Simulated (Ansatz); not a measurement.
A generator proposed this cell of Ge.

```
CELL_PARAMETERS angstrom
3.42347 0.00000 0.00000
-1.71174 2.96481 0.00000
0.00000 0.00000 2.90299
ATOMIC_POSITIONS crystal
Ge 0.66667 0.33333 0.66651
Ge 0.33333 0.66667 0.33349
```

Computed with Ansatz, DFT PBE, scalar-relativistic, plane waves, PAW. Settings: cutoff 420 eV, Γ-centred mesh 6×6×6 on the computed 2-atom cell, Gaussian smearing of 0.10 eV; no spin polarisation.

Energies count from the standard state of Ge at the same level.

Question: What does a single point on this coarse mesh give?

Answer: The pressure is 62.8 GPa (the mean over three directions, positive in compression), the largest force is 3.03 eV/Å, and the energy is +1.34 eV/atom against the standard state. The shortest distance is 2.20 Å.

Question: Is it a good guess?

Answer: A poor one: relaxing gains about 1.0 eV/atom (the start's value is from the coarse mesh, so the gain is rough) in 23 ionic steps and ends at +0.30 eV/atom on the finer mesh. The symmetry goes from P-3m1 (No. 164) to P6_3/mmc (No. 194). The volume per atom grows by 41.2 %, from 14.7 to 20.8 Å³. The shortest distance goes from 2.20 Å (Ge–Ge) to 2.75 Å (Ge–Ge). Conventional cell: a = 3.817 Å, c = 3.297 Å. Ge is surrounded by 6 Ge at 2.75 Å.

The last run used an 18×18×16 mesh (in the run's order of axes) for its 2-atom cell and Gaussian smearing of 0.10 eV. The relaxation can't lower the symmetry of the start, and the grade says only how near the guess is to its own end. A structure relaxed within its symmetry needn't be a true minimum. Another cell of Ge relaxed alike, in Pm-3m, lies 51 meV/atom lower, so this cell isn't the stable form at this level.
